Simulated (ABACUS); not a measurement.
# Ta (P-1) in ABACUS: notebook, part 3 of 3

ABACUS 3.10.1.

## Step 5: Relaxation of cell and atoms, BLYP+D3(BJ)

Contents of run_abacus.py:

```python
"""Relaxation by an ASE optimiser with ABACUS as a small file-based calculator."""
import re
import subprocess
import numpy as np
from ase.calculators.calculator import Calculator, all_changes
from ase.filters import FrechetCellFilter
from ase.io import read
from ase.optimize import BFGS
from ase.stress import full_3x3_to_voigt_6_stress
from ase.units import Bohr, GPa

atoms = read("POSCAR")
atoms = atoms[(-atoms.numbers).argsort(kind="stable")]  # ABACUS lists atoms element by element
pseudo = {'Ta': 'Ta.upf'}
orbital = {'Ta': 'Ta_confined-atom_7au_3s2p2d1f.orb'}
magmoms = None
kmesh = [8, 8, 8]
params = {
    'suffix': 'Ta',
    'calculation': 'scf',
    'basis_type': 'lcao',
    'pseudo_dir': './',
    'orbital_dir': './',
    'symmetry': 1,
    'dft_functional': 'GGA_X_B88+GGA_C_LYP',
    'ecutwfc': 100,
    'pseudo_rcut': 7,
    'nspin': 1,
    'nbands': 11,
    'ks_solver': 'genelpa',
    'smearing_method': 'fd',
    'smearing_sigma': 0.00367493,
    'scf_thr': 1e-07,
    'scf_nmax': 100,
    'mixing_type': 'broyden',
    'mixing_beta': 0.7,
    'cal_force': 1,
    'cal_stress': 1,
    'vdw_method': 'd3_bj',
    'out_mul': 1,
}

def write_input(atoms):
    symbols = atoms.get_chemical_symbols()
    elements = list(dict.fromkeys(symbols))
    lines = ["ATOMIC_SPECIES"] + [f"{e} {atoms.get_masses()[symbols.index(e)]:.4f} {pseudo[e]}" for e in elements]
    if orbital:
        lines += ["", "NUMERICAL_ORBITAL"] + [orbital[e] for e in elements]
    lines += ["", "LATTICE_CONSTANT", f"{1 / Bohr:.10f}", "", "LATTICE_VECTORS"]
    lines += [" ".join(f"{x:.10f}" for x in v) for v in atoms.cell]
    lines += ["", "ATOMIC_POSITIONS", "Direct"]
    for e in elements:
        lines += ["", e, "0.0", str(symbols.count(e))]
        for i, p in enumerate(atoms.get_scaled_positions(wrap=False)):
            if symbols[i] == e:
                mag = "" if magmoms is None else " mag " + " ".join(str(x) for x in (magmoms[i] if isinstance(magmoms[i], list) else [magmoms[i]]))
                lines.append(" ".join(f"{x:.10f}" for x in p) + " 1 1 1" + mag)
    open("STRU", "w").write("\n".join(lines) + "\n")
    open("KPT", "w").write("K_POINTS\n0\nGamma\n%d %d %d 0 0 0\n" % tuple(kmesh))
    open("INPUT", "w").write("INPUT_PARAMETERS\n" + "".join(f"{k:<20s}{v}\n" for k, v in params.items()))

class Abacus(Calculator):
    implemented_properties = ["energy", "free_energy", "forces", "stress"]

    def calculate(self, atoms=None, properties=("energy",), system_changes=all_changes):
        super().calculate(atoms, properties, system_changes)
        write_input(self.atoms)
        subprocess.run(['mpirun', '-np', '4', 'abacus'], check=True)
        log = open("OUT.Ta/running_scf.log").read()
        if "charge density convergence is achieved" not in log:
            raise RuntimeError("SCF not converged")
        rows = lambda title, n: np.array([l.split()[-3:] for l in log.split(title)[-1].split("\n")[2:2 + n]], float)
        energy = float(re.findall(r"FINAL_ETOT_IS (\S+)", log)[-1])
        stress = -rows("TOTAL-STRESS", 3) / 10 * GPa  # ABACUS prints kbar, compression positive
        self.results = dict(energy=energy, free_energy=energy, forces=rows("TOTAL-FORCE", len(self.atoms)), stress=full_3x3_to_voigt_6_stress(stress))

atoms.calc = Abacus()
opt = BFGS(FrechetCellFilter(atoms), logfile="opt.log", trajectory="relax.traj")
print("optimiser converged:", opt.run(fmax=0.01, steps=60))
```

Contents of POSCAR:

```
Ta
1.0
   -1.7138403400      1.6638007000      1.6059510000
    1.6932035700     -1.6823021200      1.6038156500
    1.6862236500      1.6546854300     -1.6244524300
Ta
1
Direct
    0.0000000000      0.0000000000      0.0000000000
```

Potentials or basis: PseudoDojo NC SR 0.4.1 PBE standard, DZP LCAO (the cutoffs set its grid).

Command:

```console
$ OMP_NUM_THREADS=1 python run_abacus.py > log
```

running log:

```text
ABACUS v3.10.1

               Atomic-orbital Based Ab-initio Computation at UStc

 ------------------------------------------------------------------------------------

 READING GENERAL INFORMATION
                           global_out_dir = OUT.Ta/
                           global_in_card = INPUT
                               pseudo_dir = ./
                              orbital_dir = ./
                                    DSIZE = 4
                                    GSIZE = 1

 READING UNITCELL INFORMATION
                                    ntype = 1
                  lattice constant (Bohr) = 1.88973
              lattice constant (Angstrom) = 1

 READING ATOM TYPE 1
                               atom label = Ta
                      L=0, number of zeta = 3
                      L=1, number of zeta = 2
                      L=2, number of zeta = 2
                      L=3, number of zeta = 1
             number of atom for this type = 1

                        TOTAL ATOM NUMBER = 1
DIRECT COORDINATES
    atom                   x                   y                   z     mag                  vx                  vy                  vz
taud_Ta1            0.0000000000        0.0000000000        0.0000000000  0.0000        0.0000000000        0.0000000000        0.0000000000

                          Volume (Bohr^3) = 117.255
                             Volume (A^3) = 17.3753

[... 338 lines left out ...]

 charge density convergence is achieved
 final etot is -1768.7167556 eV
 EFERMI = 19.698278075 eV

 STATE ENERGY(eV) AND OCCUPATIONS    NSPIN == 1
 1/260 kpoint (Cartesian) = 0.0000 0.0000 0.0000 (480 pws)
       1       -47.3470     0.00390625
       2       -13.2196     0.00390625
       3       -13.2192     0.00390625
       4       -13.2189     0.00390625
       5        11.8491     0.00390625
       6        20.3996    3.16291e-09
       7        20.4011    3.06715e-09
       8        20.4036    2.91809e-09
       9        23.8296    5.09571e-39
      10        23.8313    4.93107e-39
      11        34.6881        0.00000
[... 53 lines left out ...]
 6/260 kpoint (Cartesian) = 0.038303 -4.5976e-06 0.038300 (486 pws)
       1       -47.3273     0.00781250
       2       -13.4282     0.00781250
       3       -13.2835     0.00781250
       4       -13.2202     0.00781250
       5        12.5537     0.00781250
       6        19.9673    3.58495e-05
       7        20.2273    1.98629e-07
       8        21.1038    4.83563e-15
       9        23.2829    5.71248e-34
      10        23.8764    3.99634e-39
      11        35.2905        0.00000

[... levels at 254 further k points ...]

 correction force for each atom along direction 1 is -4.34316e-15
 correction force for each atom along direction 2 is -6.81138e-14
 correction force for each atom along direction 3 is -3.13397e-14
------------------------------------------------------------------------------------------
 TOTAL-FORCE (eV/Angstrom)
------------------------------------------------------------------------------------------
                       Ta1         0.0000000000         0.0000000000         0.0000000000
------------------------------------------------------------------------------------------

----------------------------------------------------------------
 TOTAL-STRESS (KBAR)
----------------------------------------------------------------
        -0.2826142845        -0.0375278886        -0.1566065776
        -0.0375278886        -0.2063871431        -0.2045311688
        -0.1566065776        -0.2045311688        -0.3037675731
----------------------------------------------------------------
 TOTAL-PRESSURE: -0.264256 KBAR

 --------------------------------------------
 !FINAL_ETOT_IS -1768.7167555651897146 eV
 --------------------------------------------
```

INPUT:

```text
INPUT_PARAMETERS
suffix              Ta
calculation         scf
basis_type          lcao
pseudo_dir          ./
orbital_dir         ./
symmetry            1
dft_functional      GGA_X_B88+GGA_C_LYP
ecutwfc             100
pseudo_rcut         7
nspin               1
nbands              11
ks_solver           genelpa
smearing_method     fd
smearing_sigma      0.00367493
scf_thr             1e-07
scf_nmax            100
mixing_type         broyden
mixing_beta         0.7
cal_force           1
cal_stress          1
vdw_method          d3_bj
out_mul             1
```

It took 31 s on 4 MPI ranks of Intel Xeon 6975P-C (Granite Rapids), shared host; peak memory 0.4 GiB.

What came out:

```yaml
Free_energy: -1768.7168 eV
Relaxed_volume: 17.38 Å³/atom
Relaxed_cell: a = 2.826 Å, b = 2.826 Å, c = 2.826 Å, α = 109.46°, β = 109.47°, γ = 109.47°
Space_group_after_relaxing_to_0.05_Å: Im-3m (No. 229)
Energy_gained_by_relaxing: 28.3 meV/atom
Ionic_steps: 8
Pressure_after_relaxing: 0.0 GPa
Band_gap_on_the_k_mesh: none (metal or under the smearing width)
Dispersion_energy_per_atom: -1.701 eV
```

The path:
```
step  energy change (eV)  largest force (eV/Å)  pressure (GPa)  volume (Å³)
   1              0.0000                0.0000           -6.94        18.00
   2             -0.0200                0.0000           -0.23        17.40
   3             -0.0252                0.0000            1.22        17.28
   4             -0.0279                0.0000            0.83        17.31
   5             -0.0282                0.0000            0.13        17.36
   6             -0.0283                0.0000           -0.05        17.38
   7             -0.0283                0.0000           -0.07        17.38
   8             -0.0283                0.0000           -0.03        17.38
```

Final structure:
```
Ta
1.0
    -1.63147    1.63170    1.63177
     1.63176   -1.63140    1.63164
     1.63158    1.63139   -1.63149
Ta
1
Direct
  0.00000 0.00000 0.00000
```

Levels at points of the mesh, in eV from the Fermi level:
```
           k point  band 5  band 6  band 7  band 8  band 9  band 10
(0.00, 0.00, 0.00)   -7.85    0.70    0.70    0.71    4.13     4.13
(0.50, 0.00, 0.00)   -4.44   -1.64    2.05    4.01    5.08     8.06
(0.00, 0.50, 0.00)   -4.44   -1.64    2.05    4.01    5.08     8.06
(0.50, 0.50, 0.00)   -4.44   -1.64    2.05    4.01    5.08     8.06
(0.00, 0.00, 0.50)   -4.44   -1.64    2.05    4.01    5.08     8.06
(0.50, 0.00, 0.50)   -4.44   -1.64    2.05    4.01    5.08     8.06
(0.00, 0.50, 0.50)   -4.44   -1.64    2.05    4.01    5.08     8.06
(0.50, 0.50, 0.50)   -3.93   -3.93    7.04    7.05    7.05     9.18
```

Caveat: the atomic orbitals were generated for these runs and aren't a published set; the potentials were made for another functional, which shifts forces and pressure; the basis of atomic orbitals isn't converged, which shifts pressures, moduli and gaps; pairwise dispersion overbinds metals, which lowers pressure and volume. Spin-orbit coupling is left out, which matters for the levels of Ta.

## Step 6: Summary

```csv
level,D2 scale factor,gap on the mesh (eV),pressure (GPa),relaxed volume (Å³/atom)
BLYP,-,none,0.0,18.71
BLYP+D2,1.2,none,0.0,17.54
BLYP+D3,-,none,0.0,17.45
BLYP+D3(BJ),-,none,0.0,17.38
```

Alike in all rows: task relaxation of cell and atoms; potentials or basis PseudoDojo NC SR 0.4.1 PBE standard, DZP LCAO (the cutoffs set its grid); no spin polarisation; cell relaxed; k mesh 8 × 8 × 8; cutoff (eV) 1361; smearing fermi-dirac 0.05 eV.

Caveats: the atomic orbitals were generated for these runs and aren't a published set; the potentials were made for another functional, which shifts forces and pressure; the basis of atomic orbitals isn't converged, which shifts pressures, moduli and gaps; pairwise dispersion overbinds metals, which lowers pressure and volume (some runs).

Absolute energies hang on the potentials; compare differences alone.
